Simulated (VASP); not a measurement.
# Al4H (R-3m) in VASP: notebook

One crystal, Al4H, is run at these levels: PBE, LDA; tasks: relaxation of cell and atoms.

Program: VASP 6.6.1. These are calculated values, not measurements. Logs are shortened: lines on timing, memory, paths and dates and some standing lists are left out, and cuts for length are marked.

## (1) Starting point

It takes space group R-3m (No. 166, trigonal). Conventional cell: a = 5.306 Å, b = 5.306 Å, c = 13.280 Å, α = 90.00°, β = 90.00°, γ = 120.00°. Al (site symmetry 2/m) is surrounded by 2 H at 2.65 Å and 6 Al at 2.65 to 2.69 Å. Al (site symmetry -3m) is surrounded by 6 Al at 2.69 Å. H (site symmetry -3m) has 6 Al at 2.65 Å as nearest neighbours.

The cell was built by a generator and needn't be a form met in nature.

## (2) Relaxation of cell and atoms, PBE

File INCAR:

```
SYSTEM = Al4H
ALGO = Normal
EDIFF = 1E-6
EDIFFG = -0.02
ENCUT = 600
GGA = PE
IBRION = 2
ISIF = 3
ISMEAR = 0
LASPH = .True.
LCHARG = .False.
LREAL = .False.
LWAVE = .False.
NELM = 100
NSW = 60
PREC = Accurate
SIGMA = 0.05
```

File KPOINTS:

```
k-points
0
Gamma
  6 6 6
  0 0 0
```

File POSCAR:

```
Al4H
1.0
    2.6528200000      1.5316100000      4.4266700000
   -2.6528200000      1.5316100000      4.4266700000
    0.0000000000     -3.0632100000      4.4266700000
Al H
4 1
Direct
    0.5000000000      0.5000000000      0.0000000000
    0.0000000000      0.5000000000      0.5000000000
    0.5000000000      0.0000000000      0.5000000000
    0.5000000000      0.5000000000      0.5000000000
    0.0000000000      0.0000000000      0.0000000000
```

Potentials or basis: VASP PAW PBE potentials, release 64 (Al, H).

The run is started by

```
$ cat potpaw_PBE.64/Al/POTCAR potpaw_PBE.64/H/POTCAR > POTCAR
$ mpirun -np 1 vasp_std > vasp.out
```

OUTCAR:

```text
SYSTEM = Al4H
   EDIFF = 1E-6
   EDIFFG = -0.02
   ENCUT = 600
   GGA = PE
   IBRION = 2
   ISIF = 3
   ISMEAR = 0
   LASPH = .True.
   LREAL = .False.
   NELM = 100
   NSW = 60
   PREC = Accurate

 ion  position               nearest neighbor table
   1  0.500  0.500  0.000-   2 2.65   3 2.65   3 2.65   2 2.65   4 2.69   4 2.69
   2  0.000  0.500  0.500-   3 2.65   3 2.65   1 2.65   1 2.65   4 2.69   4 2.69
   3  0.500  0.000  0.500-   2 2.65   2 2.65   1 2.65   1 2.65   4 2.69   4 2.69
   4  0.500  0.500  0.500-   1 2.69   1 2.69   3 2.69   2 2.69   3 2.69   2 2.69
   5  0.000  0.000  0.000-

  LATTYP: Found a trigonal (rhomboedric) cell.
 ALAT       =     5.3831858999
 COS(alpha) =     0.5143010642

  Lattice vectors:

 A1 = (   2.6528200000,   1.5316100000,   4.4266700000)
 A2 = (  -2.6528200000,   1.5316100000,   4.4266700000)
 A3 = (   0.0000000000,  -3.0632100000,   4.4266700000)

Analysis of symmetry for initial positions (statically):
=====================================================================
 Subroutine PRICEL returns:
 Original cell was already a primitive cell.

 Routine SETGRP: Setting up the symmetry group for a
 trigonal (rhombohedral) supercell.

 Subroutine GETGRP returns: Found 12 space group operations
 (whereof 12 operations were pure point group operations)
 out of a pool of 12 trial point group operations.

The static configuration has the point symmetry D_3d.

Analysis of symmetry for dynamics (positions and initial velocities):
=====================================================================
 Subroutine PRICEL returns:
 Original cell was already a primitive cell.

 Routine SETGRP: Setting up the symmetry group for a
 trigonal (rhombohedral) supercell.

 Subroutine GETGRP returns: Found 12 space group operations
 (whereof 12 operations were pure point group operations)
 out of a pool of 12 trial point group operations.

The dynamic configuration has the point symmetry D_3d.

 Subroutine INISYM returns: Found 12 space group operations
 (whereof 12 operations are pure point group operations),
 and found     1 'primitive' translations

----------------------------------------------------------------------------------------

                                     Primitive cell

  volume of cell :     107.9154

  direct lattice vectors                    reciprocal lattice vectors
     2.652820000  1.531610000  4.426670000     0.188478676  0.108818191  0.075301066
    -2.652820000  1.531610000  4.426670000    -0.188478676  0.108818191  0.075301066
     0.000000000 -3.063210000  4.426670000     0.000000000 -0.217636382  0.075301312

  length of vectors
     5.383185900  5.383185900  5.383183333     0.230295159  0.230295159  0.230295207

  position of ions in fractional coordinates (direct lattice)
     0.500000000  0.500000000  0.000000000
     0.000000000  0.500000000  0.500000000
     0.500000000  0.000000000  0.500000000
     0.500000000  0.500000000  0.500000000
     0.000000000  0.000000000  0.000000000

  ion indices of the primitive-cell ions
   primitive index   ion index
                 1           1
                 2           2
                 3           3
                 4           4
                 5           5

----------------------------------------------------------------------------------------

 KPOINTS: k-points

Automatic generation of k-mesh.
 Grid dimensions read from file:
 generate k-points for:    6    6    6

 Generating k-lattice:

  Cartesian coordinates                     Fractional coordinates (reciprocal lattice)
     0.031413113  0.018136365  0.012550178     0.166666667  0.000000000  0.000000000
    -0.031413113  0.018136365  0.012550178     0.000000000  0.166666667  0.000000000
     0.000000000 -0.036272730  0.012550219     0.000000000  0.000000000  0.166666667

  Length of vectors
     0.038382527  0.038382527  0.038382534

  Shift w.r.t. Gamma in fractional coordinates (k-lattice)
     0.000000000  0.000000000  0.000000000

 Subroutine IBZKPT returns following result:
 ===========================================

 Found     32 irreducible k-points:

 Following reciprocal coordinates:
            Coordinates               Weight
  0.000000  0.000000  0.000000      1.000000
  0.166667  0.000000  0.000000      6.000000
  0.333333  0.000000  0.000000      6.000000
  0.500000  0.000000  0.000000      3.000000
  0.166667  0.166667  0.000000      6.000000
  0.333333  0.166667  0.000000     12.000000
[... 16 lines left out ...]
  0.500000  0.500000  0.166667      6.000000
 -0.333333  0.500000  0.166667     12.000000
 [... further k-points ...]
   k-points           NKPTS =     32   k-points in BZ     NKDIM =     32   number of bands    NBANDS=     10
   number of dos      NEDOS =    301   number of ions     NIONS =      5
   total plane-waves  NPLWV = 110592
   dimension x,y,z NGX =    48 NGY =   48 NGZ =   48
   dimension x,y,z NGXF=    96 NGYF=   96 NGZF=   96
   ions per type =               4   1
   NGX,Y,Z   is equivalent  to a cutoff of  14.82, 14.82, 14.82 a.u.
   NGXF,Y,Z  is equivalent  to a cutoff of  29.65, 29.65, 29.65 a.u.
 SYSTEM =  Al4H
   PREC   = accura    normal or accurate (medium, high low for compatibility)
   ISTART =      0    job   : 0-new  1-cont  2-samecut
   ICHARG =      2    charge: 1-file 2-atom 10-const
   ISPIN  =      1    spin polarized calculation?
   LNONCOLLINEAR =      F non collinear calculations
   LSORBIT =      F    spin-orbit coupling
   LASPH  =      T    aspherical Exc in radial PAW
   ENCUT  =  600.0 eV  44.10 Ry    6.64 a.u.  10.75 10.75 10.75*2*pi/ulx,y,z
   NELM   =    100;   NELMIN=  2; NELMDL= -5     # of ELM steps
   EDIFF  = 0.1E-05   stopping-criterion for ELM
   LREAL  =      F    real-space projection
   EDIFFG = -.2E-01   stopping-criterion for IOM
   NSW    =     60    number of steps for IOM
   IBRION =      2    ionic relax: 0-MD 1-quasi-New 2-CG
   NFREE  =      1    steps in history (QN), initial steepest desc. (CG)
   ISIF   =      3    stress and relaxation
   ISYM   =      2    0-nonsym 1-usesym 2-fastsym
   POTIM  = 0.5000    time-step for ionic-motion
   TEBEG  =    0.0;   TEEND  =   0.0 temperature during run
   PSTRESS=    0.0 pullay stress
   NELECT =      13.0000    total number of electrons
   NUPDOWN=      -1.0000    fix difference up-down
   EMIN   =  10.00;   EMAX   =-10.00  energy-range for DOS
   EFERMI =   0.00;   METHOD = LEGACY
   ISMEAR =     0;   SIGMA  =   0.05  broadening in eV -4-tet -1-fermi 0-gaus
   EFERMI_NEDOS =   21; number of points for ismear=-14 and -15
   IALGO  =     38    algorithm
   IMIX   =      4    mixing-type and parameters
     AMIX     =   0.40;   BMIX     =  1.00
     AMIX_MAG =   1.60;   BMIX_MAG =  1.00
  volume/ion in A,a.u.               =      21.58       145.65
  Fermi-wavevector in a.u.,A,eV,Ry     =   0.808528  1.527895  8.894356  0.653717
  Thomas-Fermi vector in A             =   1.917350
   LORBIT       =      0    0 simple, 1 ext, 2 COOP (PROOUT), +10 PAW based schemes
   GGA     = PE    functional components
   LHFCALC =     F    Hartree Fock is set to
   AEXX    =    0.0000 exact exchange contribution
   IVDW    =     0    specifies the selected vdW correction
   LEPSILON=     F    determine dielectric tensor
   LRPA    =     F    only Hartree local field effects (RPA)
 conjugate gradient relaxation of ions
 non-spin polarized calculation
 Gauss-broadening in eV      SIGMA  =   0.05
  energy-cutoff  :      600.00
  volume of cell :      107.92
 maximum number of plane-waves:      3626
 NGX is ok and might be reduce to    48
   NGX = 21   NGY = 21   NGZ = 21

--------------------------------------- Ionic step        1  -------------------------------------------

 number of electron      13.0000000 magnetization

 Free energy of the ion-electron system (eV)
  ---------------------------------------------------
  ext. energy  EPLUGINS =         0.00000000
  ---------------------------------------------------
  free energy    TOTEN  =       -14.83878064 eV

  energy without entropy =      -14.83560955  energy(sigma->0) =      -14.83719509

------------------------ aborting loop because EDIFF is reached ----------------------------------------

  FORCE on cell =-STRESS in cart. coord.  units (eV):
  Direction    XX          YY          ZZ          XY          YZ          ZX
  --------------------------------------------------------------------------------------
  -------------------------------------------------------------------------------------
  Total       -0.2317333     -0.2317334      0.1168099      0.0000000      0.0000001      0.0000000
  in kB       -3.4404533     -3.4404548      1.7342299      0.0000000      0.0000013      0.0000000
  external PRESSURE =      -1.7155594 kB  Pullay stress =       0.0000000 kB
[... 141 lines left out ...]
  energy  without entropy=      -14.8364848703  energy(sigma->0) =      -14.83813380

--------------------------------------- Ionic step        5  -------------------------------------------

 number of electron      13.0000000 magnetization

 Free energy of the ion-electron system (eV)
  ---------------------------------------------------
  ext. energy  EPLUGINS =         0.00000000
  ---------------------------------------------------
  free energy    TOTEN  =       -14.83990003 eV

  energy without entropy =      -14.83651926  energy(sigma->0) =      -14.83820964

 E-fermi :   3.3319     XC(G=0):  -8.2850

 val. band max:        3.3266123289   @ k =  -0.3333   0.1667   0.0000
 cond. band min:       3.3650250609   @ k =  -0.1667   0.1667   0.1667
 fundamental gap:      0.0384127320
 Fermi energy:         3.3319212058

 k-point     1 :       0.0000    0.0000    0.0000
  band No.  band energies     occupation
      1      -5.8715      2.00000
      2      -0.6500      2.00000
      3       0.8098      2.00000
      4       2.1056      2.00000
      5       2.1176      2.00000
      6       2.1176      2.00000
      7       2.2605      2.00000
      8       2.2605      2.00000
      9       2.6974      2.00000
     10       4.6545      0.00000
[... 287 lines left out ...]
 k-point    24 :      -0.3333    0.5000    0.1667
  band No.  band energies     occupation
      1      -3.9343      2.00000
      2      -3.7435      2.00000
      3      -1.4175      2.00000
      4      -0.3654      2.00000
      5       1.5661      2.00000
      6       2.3471      2.00000
      7       4.0174      0.00000
      8       4.5264      0.00000
      9       5.8921      0.00000
     10       6.9303      0.00000

 [... further k-points ...]

------------------------ aborting loop because EDIFF is reached ----------------------------------------

  FORCE on cell =-STRESS in cart. coord.  units (eV):
  Direction    XX          YY          ZZ          XY          YZ          ZX
  --------------------------------------------------------------------------------------
  -------------------------------------------------------------------------------------
  Total        0.0113641      0.0113641      0.0483999      0.0000000      0.0000000      0.0000000
  in kB        0.1694314      0.1694315      0.7216096      0.0000000      0.0000005      0.0000000
  external PRESSURE =       0.3534908 kB  Pullay stress =       0.0000000 kB
[... 20 lines left out ...]
  FREE ENERGIE OF THE ION-ELECTRON SYSTEM (eV)
  ---------------------------------------------------
  free  energy   TOTEN  =       -14.8399000281 eV

  energy  without entropy=      -14.8365192596  energy(sigma->0) =      -14.83820964

 reached required accuracy - stopping structural energy minimisation
```

Wall time 91 s (1 thread of AMD EPYC 9R14 (Zen 4), shared host); peak memory 0.31 GiB.

Results:

* Free energy: -14.8399 eV
* Relaxed volume: 21.49 Å³/atom
* Relaxed cell: a = 5.389 Å, b = 5.389 Å, c = 5.389 Å, α = 58.73°, β = 58.73°, γ = 58.73°
* Space group after relaxing (to 0.05 Å): R-3m (No. 166)
* Energy gained by relaxing: 0.2 meV/atom
* Ionic steps: 5
* Pressure after relaxing: 0.0 GPa
* Band gap on the k mesh: none (metal or under the smearing width)

Step by step:
```csv
step,energy change (eV),largest force (eV/Å),pressure (GPa),volume (Å³)
1,0.0000,0.0000,-0.17,107.92
2,-0.0008,0.0000,-0.02,107.55
3,-0.0010,0.0000,0.08,107.33
4,-0.0010,0.0000,0.09,107.30
5,-0.0011,0.0000,0.04,107.46
```

Final structure:
```cif
data_structure
_symmetry_space_group_name_H-M 'P 1'
_symmetry_Int_Tables_number 1
_cell_length_a 5.3889
_cell_length_b 5.3889
_cell_length_c 5.3889
_cell_angle_alpha 58.734
_cell_angle_beta 58.734
_cell_angle_gamma 58.734
_cell_volume 107.46
loop_
_atom_site_label
_atom_site_type_symbol
_atom_site_fract_x
_atom_site_fract_y
_atom_site_fract_z
_atom_site_occupancy
Al1 Al 0.50000 0.50000 0.00000 1
Al2 Al 0.00000 0.50000 0.50000 1
Al3 Al 0.50000 0.00000 0.50000 1
Al4 Al 0.50000 0.50000 0.50000 1
H1 H 0.00000 0.00000 0.00000 1
```

## (3) Relaxation of cell and atoms, LDA

File INCAR:

```
SYSTEM = Al4H
PREC     = Accurate       ! precision mode
ENCUT    = 600            ! plane-wave cutoff, eV
EDIFF    = 1E-6           ! SCF threshold, eV
ISMEAR   = 0              ! smearing method
SIGMA    = 0.05           ! smearing width, eV
LREAL    = .FALSE.        ! projectors in reciprocal space
LASPH    = .TRUE.         ! aspherical terms in the spheres
NELM     = 80             ! most SCF steps
ALGO     = Normal         ! electronic algorithm
ISIF     = 3              ! what is computed and relaxed
LWAVE    = .FALSE.        ! write WAVECAR
LCHARG   = .FALSE.        ! write CHGCAR
GGA      = CA             ! functional
IBRION   = 2              ! ionic algorithm
NSW      = 60             ! ionic steps
EDIFFG   = -0.01          ! ionic threshold
```

File KPOINTS:

```
regular mesh
0
G
  6 6 6
  0 0 0
```

POSCAR is that of step 2.

Potentials or basis: VASP PAW LDA potentials, release 64 (Al, H).

The run is started by

```
$ cat potpaw_LDA.64/Al/POTCAR potpaw_LDA.64/H/POTCAR > POTCAR
$ mpirun -np 1 vasp_std > vasp.out
```

Run time: 92 s. Hardware: 1 thread of AMD EPYC 9R14 (Zen 4), shared host; peak memory 0.23 GiB.

The run converged. Its results:

* Free energy: -16.6702 eV
* Relaxed volume: 20.49 Å³/atom
* Relaxed cell: a = 5.304 Å, b = 5.304 Å, c = 5.304 Å, α = 58.73°, β = 58.73°, γ = 58.73°
* Space group after relaxing (to 0.05 Å): R-3m (No. 166)
* Energy gained by relaxing: 8.2 meV/atom
* Ionic steps: 5
* Pressure after relaxing: 0.0 GPa
* Band gap on the k mesh: none (metal or under the smearing width)

The path:
| step | energy change (eV) | largest force (eV/Å) | pressure (GPa) | volume (Å³) |
| --- | --- | --- | --- | --- |
| 1 | 0.0000 | 0.0000 | -2.22 | 107.92 |
| 2 | -0.0399 | 0.0000 | -0.39 | 103.31 |
| 3 | -0.0410 | 0.0000 | 0.00 | 102.47 |
| 4 | -0.0410 | 0.0000 | 0.05 | 102.36 |
| 5 | -0.0410 | 0.0000 | 0.01 | 102.46 |

Final structure:
```
Al H
1.0
     2.60097    1.50167    4.37231
    -2.60097    1.50167    4.37231
     0.00000   -3.00334    4.37231
Al H
4 1
Direct
  0.50000 0.50000 0.00000
  0.00000 0.50000 0.50000
  0.50000 0.00000 0.50000
  0.50000 0.50000 0.50000
  0.00000 0.00000 0.00000
```

Levels at points of the mesh, in eV from the Fermi level:
```
           k point  band 2  band 3  band 4  band 5  band 6  band 7  band 8  band 9  band 10
(0.00, 0.00, 0.00)   -4.06   -2.53   -1.25   -1.16   -1.16   -1.12   -1.12   -0.59     1.37
(0.50, 0.00, 0.00)   -6.80   -3.87   -2.42   -2.37   -1.47   -0.36    1.60    2.46     3.08
(0.50, 0.50, 0.00)   -7.35   -4.43   -3.35   -2.90   -1.97    2.19    2.82    2.87     3.50
(0.50, 0.50, 0.50)   -6.34   -2.97   -2.12   -2.12   -1.89   -0.76   -0.76    2.87     3.41
```
